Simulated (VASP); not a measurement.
Crystal: HgTe.

```xyz
2
Lattice="-3.0456 3.0456 1.5594 3.0456 -3.0456 1.5594 3.0456 3.0456 -1.5594" Properties=species:S:1:pos:R:3 pbc="T T T"
Hg    0.0000    3.0456    0.7797
Te    0.0000    0.0000    0.0000
```

Measurements of this composition are mostly on another form, of space group No. 216.

* Program: VASP 6.6.1
* Task: relaxation of cell and atoms
* Functional: PBEsol
* Potentials or basis: VASP PAW PBE potentials, release 64 (Hg, Te)
* Cutoff: 600 eV
* k mesh: 8 × 8 × 8
* Occupations: fermi-dirac, width 0.05 eV
* Spin: no spin polarisation

At the start: pressure -3.6 GPa; volume 28.93 Å³/atom.

Task: How do energy, volume and symmetry change on relaxing?

Result: Over 8 steps the energy falls by 28.6 meV/atom and the volume is 26.67 Å³/atom (-7.8 %); space group I-4m2 (No. 119, to 0.05 Å).

The path:
```
step  energy change (eV)  largest force (eV/Å)  pressure (GPa)  volume (Å³)
   1              0.0000                0.0000           -3.58        57.86
   2             -0.0541                0.0000            0.87        52.62
   3             -0.0560                0.0000            0.11        53.34
   4             -0.0559                0.0000            0.02        53.43
   5             -0.0572                0.0000           -0.05        53.41
   6             -0.0572                0.0000           -0.06        53.41
   7             -0.0572                0.0000           -0.06        53.41
   8             -0.0573                0.0000            0.00        53.34
```

Final structure:
```xyz
2
Lattice="-2.9469 2.9469 1.5356 2.9469 -2.9469 1.5356 2.9469 2.9469 -1.5356" Properties=species:S:1:pos:R:3 pbc="T T T"
Hg    0.0000    2.9469    0.7678
Te    2.9469    2.9469    1.5356
```

Caveat: the PAW data sets were made with another functional, which shifts forces and pressure a little.
